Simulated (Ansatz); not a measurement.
Crystal: Ag.

```xyz
1
Lattice="0.0000 2.0427 2.0427 2.0427 0.0000 2.0427 2.0427 2.0427 0.0000" Properties=species:S:1:pos:R:3 pbc="T T T"
Ag    0.0000    0.0000    0.0000
```

| Quantity | Value |
| --- | --- |
| Program | Ansatz 0.2.0 |
| Task | single point |
| Functional | PBE |
| Potentials or basis | Ansatz PAW |
| Cutoff | 420 eV (not typed: the program's choice for these potentials) |
| k mesh | 11 × 11 × 11 |
| Occupations | fermi-dirac, width 0.05 eV |
| Spin | no spin polarisation |

On this cell: pressure 4.4 GPa; band gap on the k mesh none (metal or under the smearing width).

The same run follows on a disturbed copy (cell strained at random at fixed volume):

```
CELL_PARAMETERS angstrom
-0.00622 2.03863 2.06720
2.01497 0.04695 2.01403
2.08560 2.05608 -0.02368
ATOMIC_POSITIONS crystal
Ag 0.00221 0.02855 0.98957
```

Task: What does the disturbed cell give?

Result: The energy (extrapolated to zero smearing) moves by +6.4 meV/atom; pressure 4.8 GPa; band gap on the k mesh none (metal or under the smearing width).

Stress tensor (GPa, compression positive):
```
 5.04 -1.84  1.51
-1.84  4.79 -0.88
 1.51 -0.88  4.70
```
